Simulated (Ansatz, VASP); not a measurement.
**C in VASP and in Ansatz**

```xyz
2
Lattice="1.2280 0.7090 3.3470 -1.2280 0.7090 3.3470 0.0000 -1.4180 3.3470" Properties=species:S:1:pos:R:3 pbc="T T T"
C     0.0000    0.0000    8.3943
C     0.0000    0.0000    1.6467
```

Alike in both runs: task relaxation of the atoms; functional PBE; dispersion D3(BJ); k mesh 15 × 15 × 15; occupations gaussian, width 0.02 eV; no spin polarisation.

|  | VASP | Ansatz |
| --- | --- | --- |
| version | VASP 6.6.1 | Ansatz 0.2.0 |
| potentials or method | VASP PAW PBE potentials, release 64 (C) | scalar-relativistic, plane waves, PAW |
| plane-wave cutoff (eV) | 520 | 420 |
| valence electrons in the cell | 8 | 8 |

```tsv
	VASP	Ansatz	Ansatz less VASP
gap on the k mesh at the Fermi level, each at its own relaxed structure (eV)	0.66	0.66	-0.001
energy change over the relaxation (meV/atom)	-11	-11	0.0
```

Ansatz warned: «stress_scf_threshold_loose».

Caveats: an odd mesh through Γ misses points on the zone boundary, where band edges often lie.
